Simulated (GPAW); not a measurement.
# BAs (F-43m) in GPAW: single point with PBE

Aim: the single point of BAs with PBE.

Everything below comes from runs of GPAW 26.7.0. Logs are shortened: lines on timing, memory, paths and dates and some standing lists are left out, and cuts for length are marked. The log counts tension as positive stress, the text compression.

## 1. The structure

The structure is cubic, space group F-43m (No. 216). Conventional cell: a = 4.777 Å, b = 4.777 Å, c = 4.777 Å, α = 90.00°, β = 90.00°, γ = 90.00°. As (site symmetry -43m) has 4 B at 2.07 Å as nearest neighbours. Around B (site symmetry -43m) lie 4 As at 2.07 Å.

## 2. Single point, PBE

Input file run.py:

```python
from ase.dft.bandgap import bandgap
from ase.io import read, write
from ase.units import GPa
from gpaw import GPAW, PW

atoms = read('POSCAR')

calc = GPAW(mode=PW(800),
            xc='PBE',
            kpts={'size': (7, 7, 7), 'gamma': True},
            occupations={'name': 'fermi-dirac', 'width': 0.05},
            nbands=11,
            convergence={'density': 1e-05, 'energy': 1e-05},
            maxiter=60,
            txt='gpaw.txt')
atoms.calc = calc
energy = atoms.get_potential_energy()
forces = atoms.get_forces()
stress = atoms.get_stress()
calc.write('gs.gpw')
write('result.traj', atoms)
print(f'Energy: {energy:.6f} eV')
print('Forces (eV/A):')
print(forces.round(4))
print('Stress (GPa):', (stress / GPa).round(3))
print('Fermi level:', round(calc.get_fermi_level(), 4), 'eV')
print(f'Gap: {bandgap(calc)[0]:.4f} eV, direct: {bandgap(calc, direct=True)[0]:.4f} eV')
```

Input file POSCAR:

```
BAs
1.0
    0.0000000000      2.3885000000      2.3885000000
    2.3885000000      0.0000000000      2.3885000000
    2.3885000000      2.3885000000      0.0000000000
As B
1 1
Direct
    0.7500000000      0.7500000000      0.7500000000
    0.0000000000      0.0000000000      0.0000000000
```

Potentials or basis: GPAW PAW data sets (gpaw-data 1.2.1), pw.

Launch:

```
OMP_NUM_THREADS=1 python run.py
```

gpaw.txt:

```text
__  _  _
 | _ |_)|_||  |
 |__||  | ||/\| - 26.7.0

Input parameters:
  mode=PW(ecut=800.0),
  convergence={'density': 1e-05, 'energy': 1e-05},
  kpts=MonkhorstPack(size=(7, 7, 7), gamma=True),
  maxiter=60,
  nbands=11,
  occupations=Occupations(name='fermi-dirac', width=0.05),
  xc=XC(name='PBE')

Diagonalizing LCAO Hamiltonian
Converting LCAO to pw mode

                   As

       B

Atoms  # Å, Bohr magnetons
|   | symbol |        x |        y |        z |    initial magnetic moments |
|---|--------|----------|----------|----------|-----------------------------|
| 0 |     As | 3.582750 | 3.582750 | 3.582750 | ( 0.0000,  0.0000,  0.0000) |
| 1 |      B | 0.000000 | 0.000000 | 0.000000 | ( 0.0000,  0.0000,  0.0000) |

Unit cell  # Å
| periodic |        x |        y |        z |  lengths |    angles |
|----------|----------|----------|----------|----------|-----------|
|      yes | 0.000000 | 2.388500 | 2.388500 | 3.377849 | 60.000000 |
|      yes | 2.388500 | 0.000000 | 2.388500 | 3.377849 | 60.000000 |
|      yes | 2.388500 | 2.388500 | 0.000000 | 3.377849 | 60.000000 |

Number of symmetries: 24
Symmetry operations  # r_c * U_cc + t_c -> r_c
|    | kind |            matrix            |
|----|------|------------------------------|
|  0 |  E   |  1, 0, 0,  0, 1, 0,  0, 0, 1 |
|  1 |  σ   |  1, 0, 0,  0, 0, 1,  0, 1, 0 |
|  2 |  σ   |  1, 0,-1,  0, 1,-1,  0, 0,-1 |
|  3 |  C3  |  1, 0,-1,  0, 0,-1,  0, 1,-1 |
|  4 |  C3  |  1,-1, 0,  0,-1, 1,  0,-1, 0 |
|  5 |  σ   |  1,-1, 0,  0,-1, 0,  0,-1, 1 |
|  6 |  σ   |  0, 1, 0,  1, 0, 0,  0, 0, 1 |
|  7 |  C3  |  0, 1, 0,  0, 0, 1,  1, 0, 0 |
|  8 |  C2  |  0, 1,-1,  1, 0,-1,  0, 0,-1 |
|  9 |  S4  |  0, 1,-1,  0, 0,-1,  1, 0,-1 |
| 10 |  C3  |  0, 0, 1,  1, 0, 0,  0, 1, 0 |
| 11 |  σ   |  0, 0, 1,  0, 1, 0,  1, 0, 0 |
| 12 |  S4  |  0, 0,-1,  1, 0,-1,  0, 1,-1 |
| 13 |  C3  |  0, 0,-1,  0, 1,-1,  1, 0,-1 |
| 14 |  S4  |  0,-1, 1,  1,-1, 0,  0,-1, 0 |
| 15 |  C2  |  0,-1, 1,  0,-1, 0,  1,-1, 0 |
| 16 |  C3  |  0,-1, 0,  1,-1, 0,  0,-1, 1 |
| 17 |  S4  |  0,-1, 0,  0,-1, 1,  1,-1, 0 |
| 18 |  S4  | -1, 1, 0, -1, 0, 1, -1, 0, 0 |
| 19 |  C3  | -1, 1, 0, -1, 0, 0, -1, 0, 1 |
| 20 |  C3  | -1, 0, 1, -1, 1, 0, -1, 0, 0 |
| 21 |  S4  | -1, 0, 1, -1, 0, 0, -1, 1, 0 |
| 22 |  σ   | -1, 0, 0, -1, 1, 0, -1, 0, 1 |
| 23 |  C2  | -1, 0, 0, -1, 0, 1, -1, 1, 0 |

BZ-sampling:
  Number of BZ points: 343
  Number of IBZ points: 20

  Monkhorst-Pack size: [7, 7, 7]
  Monkhorst-Pack shift: [0, 0, 0]

K-points  # in reciprocal-cell coordinates
|     |                                coordinates |     weight |
|-----|--------------------------------------------|------------|
|   0 | (  0.00000000,   0.00000000,   0.00000000) | 0.00291545 |
|   1 | (  0.14285714,   0.14285714,   0.00000000) | 0.01749271 |
|   2 | (  0.14285714,   0.14285714,   0.14285714) | 0.02332362 |
|   3 | (  0.28571429,   0.14285714,   0.14285714) | 0.03498542 |
|   4 | (  0.28571429,   0.28571429,   0.00000000) | 0.01749271 |
|   5 | (  0.28571429,   0.28571429,   0.14285714) | 0.06997085 |
|   6 | (  0.28571429,   0.28571429,   0.28571429) | 0.02332362 |
|   7 | (  0.42857143,  -0.28571429,  -0.28571429) | 0.03498542 |
|   8 | (  0.42857143,   0.28571429,  -0.42857143) | 0.13994169 |
|   9 | (  0.42857143,   0.28571429,  -0.28571429) | 0.06997085 |
| ... |                                            |            |
|  19 | (  0.42857143,   0.42857143,   0.42857143) | 0.02332362 |

Plane wave coefficients: 1416
Cutoff: 800.0 eV

Spin-components: 1 (collinear spins)
Bands:           11
Projectors:      10
Spin-degeneracy: 2
Datatype:        complex128

Density:
  Valence electrons: 8.0
  Components: 1
  Grid points: [24 24 24]
  Charge: 0.0  # |e|

Potential:
  Grid points: [24 24 24]

species:
  As:
    name:    Arsenic
    Z:       33.0
    valence: 5
    core:    28
    charge:  0.0  # [|e|]
    compensation charges:
      type: gauss
      rc: 0.33  # [Å]
      lmax: 2
    cutoffs:
      filter: 1.87  # [Å]
      core: 2.96  # [Å]
    projectors
    | kind |    occ | energy [eV] | rcut [Å] |
    |------|--------|-------------|----------|
    |   4s |  2.000 |     -14.487 |    1.058 |
    |   4p |  3.000 |      -5.196 |    1.058 |
    |    s |        |      12.725 |    1.058 |
    |    p |        |      22.016 |    1.058 |
    |    d |        |       0.000 |    1.058 |

    Using partial waves for As as LCAO basis

  B:
    name:    Boron
    Z:       5.0
    valence: 3
    core:    2
    charge:  0.0  # [|e|]
    compensation charges:
      type: gauss
      rc: 0.20  # [Å]
      lmax: 2
    cutoffs:
      filter: 1.14  # [Å]
      core: 1.38  # [Å]
    projectors
    | kind |    occ | energy [eV] | rcut [Å] |
    |------|--------|-------------|----------|
    |   2s |  2.000 |      -9.443 |    0.635 |
    |   2p |  1.000 |      -3.606 |    0.635 |
    |    s |        |      17.768 |    0.635 |
    |    p |        |      23.605 |    0.635 |
    |    d |        |       0.000 |    0.635 |

    Using partial waves for B as LCAO basis

Reference energy: -62172.463167  # eV

eigensolver:
  PPCG
  Converge bands: occupied
  niter=2

density mixing:
  MSR1-Mixer
  Pratt-step length: 0.05
  Maximum mixing coefficient: 0.75
  Old densities: 10
  SVD Regularization: 0.005
  Good broyden scale: 1.0
  Trust region scale: 1.0
  Backstep threshold: 4.0
  History deletion threshold: 6.0
  Fourier metric: weight=20.0, sigma=0.015

occupation numbers:
  Fermi-Dirac:
    width: 0.0500  # eV

poisson solver:
  ecut: 6400.0  # eV

xc functional:
  name: PBE with 2 nearest neighbor stencil

convergence criteria:
- Maximum integral of absolute [dens]ity change: 1e-05 electrons / valence electron
- Maximum [total energy] change in last 3 cyles: 1e-05 eV / valence electron
- Maximum integral of absolute [eigenst]ate change: 4e-08 eV^2 / valence electron
maximum number of iterations: 60

SCF iterations
|iter     | |      energy | eigst |  dens |
|---------|-|-------------|-------|-------|
|iter:   1| |  -11.978061 | -0.26 |       |
|iter:   2| |  -11.860003 | -2.32 | -0.72 |
|iter:   3| |  -11.401000 | -1.70 | -0.76 |
|iter:   4| |  -11.398639 | -3.15 | -1.44 |
|iter:   5| |  -11.399091 | -4.03 | -1.89 |
|iter:   6| |  -11.399121 | -5.68 | -2.65 |
|iter:   7| |  -11.399122c| -7.47c| -3.61 |
|iter:   8| |  -11.399122c| -8.59c| -4.13 |
|iter:   9| |  -11.399122c| -9.45c| -5.38c|

Converged in 9 steps
Energy contributions relative to reference atoms: (reference = -62172.463167)

Energy contributions:
  Kinetic:          20.150389
  Coulomb:         -17.819676
  Zero:             -0.003468
  External:          0.000000
  Xc:              -13.726367
  Entropy:          -0.000000
  Spinorbit:         0.000000
  ----------------------------
  Free energy:     -11.399122
  Extrapolated:    -11.399122

dipole moment: (-3.232709, -3.232709, -3.232709)  # |e|*Ang

Fermi level: 8.562
Eigenvalues  # (at kpt = [0.000, 0.000, 0.000])
| band index |      eig [eV] | occ [0-2] |
|------------|---------------|-----------|
|          0 |        -7.415 |     2.000 |
|          1 |         7.979 |     2.000 |
|          2 |         7.979 |     2.000 |
|          3 |         7.979 |     2.000 |
|          4 |        11.271 |     0.000 |
|          5 |        11.271 |     0.000 |
|          6 |        11.271 |     0.000 |
|          7 |        12.701 |     0.000 |
|          8 |        17.625 |     0.000 |
|          9 |        21.060 |     0.000 |
|         10 |        21.061 |     0.000 |

Gap: 1.202 eV
Transition (v -> c):
  (s=0, k=0, n=3, [0.00, 0.00, 0.00]) -> (s=0, k=16, n=4, [0.43, 0.43, 0.00])
Direct/indirect transitions are different
Direct gap: 3.292 eV
Transition at: (s=0, k=0, n=3, [0.00, 0.00, 0.00])

Forces  # eV/Ang
|        x |        y |       z |
|----------|----------|---------|
| -0.00000 |  0.00000 | 0.00000 |  # As   0
| -0.00000 | -0.00000 | 0.00000 |  # B    1

Stress tensor  # eV/Ang^3
|         x |         y |         z |
|-----------|-----------|-----------|
| -0.020512 |  0.000000 |  0.000000 |
|  0.000000 | -0.020512 |  0.000000 |
|  0.000000 |  0.000000 | -0.020512 |

# Writing to gs.gpw (mode='')
```

It took 6.3 s on 1 thread of Arm Neoverse V2, shared host; peak memory 0.14 GiB.

What came out:

* Free energy: -11.3991 eV
* Pressure: 3.3 GPa
* Band gap on the k mesh: 1.20 eV, indirect (least direct gap 3.29 eV)

Caveat: an odd mesh through Γ misses points on the zone boundary, where band edges often lie.
